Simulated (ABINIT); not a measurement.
Set up this calculation in ABINIT 10.8.3 (patched build), as the native input.

| Property | Result |
| --- | --- |
| Task | equation of state |
| Functional | PBE |
| Potentials or basis | JTH PAW PBE v2.0 |
| Cutoff | 707 eV |
| k mesh | 10 × 10 × 3 |
| Occupations | fermi-dirac, width 0.05 eV |
| Spin | no spin polarisation |
| Fine-grid cutoff | 1306.15 eV |

GaN:

```
Ga N
1.0
     3.21154    0.00000    0.00000
    -1.60577    2.78127    0.00000
     0.00000    0.00000   10.35684
Ga N
4 4
Direct
  0.00000 0.00000 0.78587
  0.66667 0.33333 0.03735
  0.33333 0.66667 0.53735
  0.00000 0.00000 0.28587
  0.00000 0.00000 0.09304
  0.66667 0.33333 0.34375
  0.00000 0.00000 0.59304
  0.33333 0.66667 0.84374
```

The cell is a database's computed one.

The input as run:

run.abi

```
ndtset 7
getwfk -1
scalecart1 3*0.9795861087
scalecart2 3*0.9864848297
scalecart3 3*0.9932883884
scalecart4 3*1.0000000000
scalecart5 3*1.0066227096
scalecart6 3*1.0131594038
scalecart7 3*1.0196128224

pp_dirpath "./"
pseudos "Ga.GGA_PBE-JTH.xml, N.GGA_PBE-JTH.xml"

acell 3.2115377864 3.2115377865 10.35684 Angstrom
rprim
     1.0000000000     0.0000000000     0.0000000000
    -0.5000000000     0.8660254038     0.0000000000
     0.0000000000     0.0000000000     1.0000000000
ntypat 2
znucl 31 7
natom 8
typat 1 1 1 1 2 2 2 2
xred
     0.0000000000     0.0000000000     0.7858680000
     0.6666666667     0.3333333333     0.0373490000
     0.3333333333     0.6666666667     0.5373490000
     0.0000000000     0.0000000000     0.2858680000
     0.0000000000     0.0000000000     0.0930380000
     0.6666666667     0.3333333333     0.3437450000
     0.0000000000     0.0000000000     0.5930380000
     0.3333333333     0.6666666667     0.8437450000

ecut 707.496042 eV
pawecutdg 48.0
pawxcdev 0

kptopt 1
ngkpt 10 10 3
nshiftk 1
shiftk 0.0 0.0 0.0

ixc 11

nband 44
occopt 3
tsmear 0.05 eV

nstep 100
tolvrs 1.0e-9

iomode 3
prtwf 1
prtden 0
prteig 0
prtebands 0
enunit 1
```

Potentials or basis: JTH PAW PBE v2.0.

Run with:

```sh
$ abinit run.abi > log 2>&1
```

It gave:

```
Equilibrium volume                        : 11.59 Å³/atom
Bulk modulus at fixed shape and positions : 169 GPa
Pressure derivative of the bulk modulus   : 4.4
```

Caveat: pressures at fixed basis lie under the slope of the energies; the cell was scaled at fixed shape and fractional positions, which overstates the stiffness of a crystal with free parameters, most of all of layers and chains.

Wall time 26 min on 1 thread of Arm Neoverse V2, on a shared host, peak memory 0.31 GiB.
